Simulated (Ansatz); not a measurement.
## Strain response of TiO₂

Theory: DFT r2SCAN+U, scalar-relativistic, plane waves, PAW in Ansatz 0.2.0. Settings: 500 eV cutoff, 6×4×6 k-mesh, Gaussian smearing of 0.02 eV, no spin polarisation, U_eff Ti 4.0 eV on d shells.

The relaxed crystal:

```xyz
12
Lattice="4.5564 0.0000 0.0000 0.0000 5.5092 0.0000 0.0000 0.0000 4.9472" Properties=species:S:1:pos:R:3 pbc="T T T"
Ti    2.2782    3.6834    3.7104
Ti    0.0000    4.5804    1.2368
Ti    2.2782    1.8258    1.2368
Ti    0.0000    0.9288    3.7104
O     3.3152    3.3957    0.4005
O     1.0370    4.8681    4.5467
O     3.5194    4.8681    2.8740
O     1.2412    3.3957    2.0731
O     3.3152    2.1135    2.8740
O     1.0370    0.6411    2.0731
O     3.5194    0.6411    0.4005
O     1.2412    2.1135    4.5467
```

Deformation: all cell vectors scaled alike, the atoms relaxed, all within the symmetry that the strain leaves. Energies are extrapolated to zero smearing. Gaps are generalised Kohn–Sham gaps over the whole zone.

```csv
strain (%),ΔE (meV/atom),a (Å),b (Å),c (Å),gap (eV)
-2.0,28.5,4.465,5.399,4.848,3.59
-1.0,6.9,4.511,5.454,4.898,3.51
+0.0,0.0,4.556,5.509,4.947,3.39
+1.0,6.6,4.602,5.564,4.997,3.27
+2.0,25.7,4.647,5.619,5.046,3.14
```

(1) What stiffness (1/V) d²E/dε² at zero strain does a cubic fit over all points give?

(2) How fast does the gap move with strain on either side?

Answers

(1) A cubic fit gives (1/V) d²E/dε² = 2097 GPa at zero strain (nine times the bulk modulus at fixed shape).

(2) -117 meV per percent on the compressed side and -117 meV per percent on the stretched side; it is indirect at -1.0 %, indirect at zero and indirect at +1.0 %.

This form isn't the usual stable structure of the compound.